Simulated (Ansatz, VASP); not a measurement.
NaCl in VASP and in Ansatz

```
Na Cl
1.0
     2.97020    0.00000    0.00000
     0.00000    2.97020    0.00000
     0.00000    0.00000    2.97020
Na Cl
1 1
Direct
  0.00000 0.00000 0.00000
  0.50000 0.50000 0.50000
```

Measurements of this composition are mostly on another form, of space group No. 225.

Alike in both runs: functional LDA; k mesh 8 × 8 × 8; occupations gaussian, width 0.02 eV; no spin polarisation.

Ansatz relaxed the structure, and its values are those at the end. VASP's run is a single point on that final structure, the one shown.

|  | VASP | Ansatz |
| --- | --- | --- |
| version | VASP 6.6.1 | Ansatz 0.2.0 |
| potentials or method | VASP PAW LDA potentials, release 64 (Na_pv, Cl) | scalar-relativistic, plane waves, PAW |
| plane-wave cutoff (eV) | 520 | 420 |
| valence electrons in the cell | 14 | 16 |

|  | VASP | Ansatz | Ansatz less VASP |
| --- | --- | --- | --- |
| gap on the k mesh at the Fermi level (eV) | 4.44 | 4.40 | -0.034 |
| least direct gap on the mesh (eV) | 4.44 | 4.40 | -0.034 |

The two sets of potentials don't hold the same shells in valence.

 As with any semilocal functional, this LDA gap is likely too small. A k mesh can miss the band edges.
